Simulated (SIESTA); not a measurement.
Crystal: CsPbBr3.

```xyz
5
Lattice="5.8700 0.0000 0.0000 0.0000 5.8700 0.0000 0.0000 0.0000 5.8700" Properties=species:S:1:pos:R:3 pbc="T T T"
Pb    2.9350    2.9350    2.9350
Cs    0.0000    0.0000    0.0000
Br    2.9350    2.9350    0.0000
Br    2.9350    0.0000    2.9350
Br    0.0000    2.9350    2.9350
```

Measurements of this composition are mostly on another form, of space group No. 62.

Base run:

| Item | Value |
| --- | --- |
| Program | SIESTA 5.4.2 |
| Functional | BLYP |
| Potentials or basis | PseudoDojo 0.4 standard (PBE files) |
| Basis | DZP (energy shift 0.003 Ry; two zetas on semicore shells; d shell added on Cs) |
| Grid cutoff | 500 Ry |
| Energy shift | 0.003 Ry |
| k mesh | 5 × 5 × 5 |
| Occupations | fermi-dirac, width 0.05 eV |
| Spin | no spin polarisation |

Its results: pressure 3.2 GPa.

**Question.** The run is repeated on the same cell with these changes: functional from BLYP to vdW-DF-cx. What comes out?

**Answer.** Pressure 0.6 GPa.

Caveats: the potentials were made for another functional, which shifts forces and pressure; the basis of atomic orbitals isn't converged, which shifts pressures, moduli and gaps.

Not every run made on this cell is shown here.
